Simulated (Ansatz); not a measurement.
**Copper, A15 under revPBE: relaxation and energy**

Aim: take copper in the A15 structure, relax it, then solve it on a dense k-mesh. Spin polarisation is left out. The k-meshes are 6×6×6 for the relaxation; 7×7×7 for the dense run.

Method: DFT revPBE, plane waves (420 eV) with PAW, scalar-relativistic; the PAW data stem from PBE, with regenerated cores, in Ansatz 0.2.0.

### 1 The system as given

It takes space group Pm-3n (No. 223, cubic). The conventional cell has a = 4.555 Å, b = 4.555 Å, c = 4.555 Å, α = 90.00°, β = 90.00°, γ = 90.00°. Around Cu (site symmetry m-3) lie 12 Cu at 2.55 Å. Around Cu (site symmetry -4m2) lie 6 Cu at 2.28 to 2.55 Å.

Coordinates:

```cif
data_structure
_symmetry_space_group_name_H-M 'P 1'
_symmetry_Int_Tables_number 1
_cell_length_a 4.5546
_cell_length_b 4.5546
_cell_length_c 4.5546
_cell_angle_alpha 90.000
_cell_angle_beta 90.000
_cell_angle_gamma 90.000
_cell_volume 94.48
loop_
_atom_site_label
_atom_site_type_symbol
_atom_site_fract_x
_atom_site_fract_y
_atom_site_fract_z
_atom_site_occupancy
Cu1 Cu 0.00000 0.00000 0.00000 1
Cu2 Cu 0.50000 0.50000 0.50000 1
Cu3 Cu 0.25000 0.00000 0.50000 1
Cu4 Cu 0.75000 0.00000 0.50000 1
Cu5 Cu 0.50000 0.25000 0.00000 1
Cu6 Cu 0.50000 0.75000 0.00000 1
Cu7 Cu 0.00000 0.50000 0.25000 1
Cu8 Cu 0.00000 0.50000 0.75000 1
```

### 2 Relaxing cell and atoms

input.yaml reads:

```yaml
crystal:
  lattice:
    - [4.5545641985, 0.0, 0.0]
    - [0.0, 4.5545641985, 0.0]
    - [0.0, 0.0, 4.5545641985]
  atoms:
    - { symbol: Cu, position: [0.0, 0.0, 0.0] }
    - { symbol: Cu, position: [0.5, 0.5, 0.5] }
    - { symbol: Cu, position: [0.25, 0.0, 0.5] }
    - { symbol: Cu, position: [0.75, 0.0, 0.5] }
    - { symbol: Cu, position: [0.5, 0.25, 0.0] }
    - { symbol: Cu, position: [0.5, 0.75, 0.0] }
    - { symbol: Cu, position: [0.0, 0.5, 0.25] }
    - { symbol: Cu, position: [0.0, 0.5, 0.75] }
hamiltonian:
  xc: revpbe
  pseudopotentials:
    kind: paw
    azcp:
      Cu: "pseudopotentials/Cu.paw.azcp"
basis:
  ecutwfc: 420
  fft_grid_basis: typed
kpoints:
  mp_grid: { grid: [6, 6, 6], shift: [0, 0, 0] }
magnetization:
  spin_polarized: false
scf:
  occupations: { method: fermi_dirac, width: 0.1 }
relax:
  max_steps: 60
  f_tol: 0.01
  cell: {}
```

Command:

```bash
$ ansatz run input.yaml --threads 4 --pin off --max-ram 8192MiB --backend cpu --events-out ev --progress --plain --runs-dir out
```

After this run come: Dense single point.

**Question.** What will these runs give? Wanted: space group; conventional cell; volume; shortest distance; gap on the mesh; relative to fcc.

**Answer**, as computed:

| quantity | value |
| --- | --- |
| space group (spins left aside) | Pm-3n (No. 223) |
| conventional cell | a = 4.655 Å |
| volume | 12.607 Å³/atom |
| shortest distance | 2.327 Å |
| gap on the mesh | none (levels filled in part) |
| relative to fcc | +95 meV/atom |

From the guessed start the volume grew by 6.7 % in 7 steps. It lies 95 meV/atom above the element's reference form at the same level (fcc, from a run of its own). Levels at the Fermi energy are filled in part, as in a metal. Relaxation kept the symmetry; phonons were not checked.
